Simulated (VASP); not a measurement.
The system is Al2O3.

```
Al O
1.0
     2.88432    0.00000    0.00000
    -1.44216    2.49790    0.00000
     0.00000    0.00000    9.33675
Al O
2 3
Direct
  0.00000 0.00000 0.85001
  0.00000 0.00000 0.14999
  0.33333 0.66667 0.77768
  0.66667 0.33333 0.00000
  0.33333 0.66667 0.22232
```

Measurements of this composition are mostly on another form, of space group No. 167.

| Item | Value |
| --- | --- |
| Program | VASP 6.6.1 |
| Task | relaxation of cell and atoms |
| Functional | LDA |
| Potentials or basis | VASP PAW LDA potentials, release 64 (Al, O) |
| Cutoff | 600 eV |
| k mesh | 10 × 10 × 4 |
| Occupations | gaussian, width 0.02 eV |
| Spin | no spin polarisation |

At the start: pressure -6.6 GPa; volume 13.45 Å³/atom.

Question: How do energy, volume and symmetry change on relaxing?

Answer: Over 40 steps the energy falls by 21.8 meV/atom and the volume is 10.20 Å³/atom (-24.2 %); space group P-6m2 (No. 187, to 0.05 Å).

The path:
| step | energy change (eV) | largest force (eV/Å) | pressure (GPa) | volume (Å³) |
| --- | --- | --- | --- | --- |
| 1 | 0.0000 | 0.5015 | -6.60 | 67.27 |
| 2 | 0.0262 | 1.0053 | 8.32 | 62.01 |
| 3 | -0.0602 | 0.3680 | -0.42 | 64.80 |
| 4 | -0.0629 | 0.2930 | 0.12 | 64.22 |
| 5 | -0.0652 | 0.0219 | -0.11 | 64.45 |
| 6 | -0.0653 | 0.0266 | 0.03 | 64.38 |
| 7 | -0.0653 | 0.0425 | 0.13 | 64.32 |
| 8 | -0.0653 | 0.0429 | 0.12 | 64.31 |
| 9 | -0.0654 | 0.0451 | 0.09 | 64.27 |
| 10 | -0.0656 | 0.0466 | 0.04 | 64.19 |
| 11 | -0.0655 | 0.0759 | -0.07 | 64.02 |
| 12 | -0.0656 | 0.0533 | -0.01 | 64.12 |
| 13 | -0.0657 | 0.0508 | -0.02 | 64.10 |
| 14 | -0.0658 | 0.0521 | -0.04 | 64.05 |
| 15 | -0.0662 | 0.0554 | -0.10 | 63.95 |
| 16 | -0.0668 | 0.0595 | -0.19 | 63.75 |
| 17 | -0.0680 | 0.0730 | -0.37 | 63.35 |
| 18 | -0.0696 | 0.1366 | -0.72 | 62.54 |
| 19 | -0.0707 | 0.3024 | -1.36 | 60.91 |
| 20 | -0.0708 | 0.3032 | -1.36 | 60.88 |
| 21 | -0.0710 | 0.3052 | -1.38 | 60.78 |
| 22 | -0.0716 | 0.3092 | -1.41 | 60.58 |
| 23 | -0.0727 | 0.3122 | -1.48 | 60.18 |
| 24 | -0.0751 | 0.3193 | -1.55 | 59.39 |
| 25 | -0.0803 | 0.3247 | -1.67 | 57.81 |
| 26 | -0.0922 | 0.2994 | -1.51 | 54.63 |
| 27 | -0.0517 | 0.3357 | 1.41 | 48.26 |
| 28 | -0.0863 | 0.3968 | 0.16 | 53.82 |
| 29 | -0.0842 | 0.4568 | 0.87 | 51.04 |
| 30 | -0.0787 | 0.4655 | 1.14 | 50.21 |
| 31 | -0.0823 | 0.4616 | 1.00 | 50.71 |
| 32 | -0.0836 | 0.3939 | 0.75 | 50.01 |
| 33 | -0.0837 | 0.4028 | 0.80 | 50.10 |
| 34 | -0.0865 | 0.3750 | 0.70 | 50.16 |
| 35 | -0.0939 | 0.2903 | 0.41 | 50.34 |
| 36 | -0.1040 | 0.1179 | -0.15 | 50.71 |
| 37 | -0.1058 | 0.2327 | -1.22 | 51.42 |
| 38 | -0.1079 | 0.1213 | -0.78 | 51.12 |
| 39 | -0.1088 | 0.0383 | -0.27 | 51.05 |
| 40 | -0.1089 | 0.0067 | 0.00 | 51.02 |

Final structure:
```cif
data_structure
_symmetry_space_group_name_H-M 'P 1'
_symmetry_Int_Tables_number 1
_cell_length_a 2.8422
_cell_length_b 2.8422
_cell_length_c 7.2930
_cell_angle_alpha 90.000
_cell_angle_beta 90.000
_cell_angle_gamma 120.000
_cell_volume 51.02
loop_
_atom_site_label
_atom_site_type_symbol
_atom_site_fract_x
_atom_site_fract_y
_atom_site_fract_z
_atom_site_occupancy
Al1 Al 0.00000 0.00000 0.81164 1
Al2 Al 0.00000 0.00000 0.18836 1
O1 O 0.33333 0.66667 0.72016 1
O2 O 0.66667 0.33333 0.00000 1
O3 O 0.33333 0.66667 0.27984 1
```

Caveat: the volume moved by over 15 % at a fixed basis, so the end points are rough.
